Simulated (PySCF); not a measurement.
# Telling isomers of C$_{5}$H$_{6}$ apart by NMR

Theoretical values (PySCF): geometry: PBE0-D3(BJ)/def2-SVP, PBE0/pcSseg-1 with gauge-including orbitals, couplings computed with B3LYP/pcJ-1 (spin–dipole term left out of most H,H and C,H couplings). Non-relativistic Hamiltonian, isolated molecule, a single conformation, averaged over atoms made equivalent by symmetry, fast rotation or ring inversion.

References, each an isolated molecule treated in the same way: TMS for ¹H (31.27 ppm) and ¹³C (184.41 ppm). Multiplet labels drop J under 1 Hz and among equivalent protons, and merge close values. Unscaled 3J(H,H) run several per cent high. Shifts are as computed. Against solution values, carbons near 30 ppm lie about +2 ppm off and those near 130 ppm about +5 ppm. Of 1211 compounds with measured shifts, 218 miss one by over three times the rms of a fit or turn the order of signals round; such compounds aren't used in these exercises.

(1) Tabulate the signals of `C=C=CC=C`, `C1=CCC=C1`, `C#CC1CC1`, `C1=C[C@H]2C[C@@H]12` and their relative energies.

(2) What is the quickest way to tell C1=CCC=C1 from C1=C[C@H]2C[C@@H]12?

(3) What is the quickest way to tell C=C=CC=C from C1=CCC=C1?

(4) What is the quickest way to tell C=C=CC=C from C#CC1CC1?

## Answers

(1) 
```json
{"SMILES": "C=C=CC=C", "carbon types": "1×C 2×CH 2×CH2", "δC": "228.8, 141.3, 122.7, 100.3, 80.7", "δH": "6.28 (dtt, 1H), 5.98 (dtt, 1H), 5.38 (dtt, 1H), 5.24 (dtt, 1H), 5.19 (dtd, 2H)", "E rel. (kcal/mol)": "31.3"}
{"SMILES": "C1=CCC=C1", "carbon types": "4×CH 1×CH2", "δC": "141.3, 140.8, 44.4", "δH": "6.75 (m, 2H), 6.66 (m, 2H), 3.03 (quint, 2H)", "E rel. (kcal/mol)": "0.0"}
{"SMILES": "C#CC1CC1", "carbon types": "1×C 2×CH 2×CH2", "δC": "90.7, 69.3, 10.6, 1.0", "δH": "1.58 (d, 1H), 1.10 (m, 1H), 0.68 (m, 2H), 0.63 (m, 2H)", "E rel. (kcal/mol)": "40.6"}
{"SMILES": "C1=C[C@H]2C[C@@H]12", "carbon types": "4×CH 1×CH2", "δC": "156.0, 57.6, 18.8", "δH": "6.60 (m, 2H), 2.08 (dt, 1H), 1.95 (m, 2H), 1.63 (q, 1H)", "E rel. (kcal/mol)": "44.8"}
```

Energies are electronic energies at PBE0/pcSseg-1 on these geometries, without zero-point or thermal terms, each for the one conformer computed, which needn't be the lowest.

(2) Both give the same number of carbon signals, with the same numbers of each carbon type, so the positions decide. The first has an alkene CH at 140.8 ppm, the second a three-membered-ring carbon (CH) at 18.8 ppm. Their most deshielded carbons lie at 141.3 and 156.0 ppm.

(3) Count the carbon signals: 5 against 3. The first has a central carbon of an allene (C) at 228.8 ppm, the second an allylic sp3 CH2 at 44.4 ppm. Their most deshielded carbons lie at 228.8 and 141.3 ppm. In the proton spectra the most deshielded non-exchanging signals are 6.28 (dtt, J = 18.2, 11.7, 1.4 Hz, 1H) and 6.75 (m, 2H).

(4) Count the carbon signals: 5 against 4. The first has a central carbon of an allene (C) at 228.8 ppm, the second an alkyne carbon (C) at 90.7 ppm. In the proton spectra the most deshielded non-exchanging signals are 6.28 (dtt, J = 18.2, 11.7, 1.4 Hz, 1H) and 1.58 (d, J = 3.3 Hz, 1H).
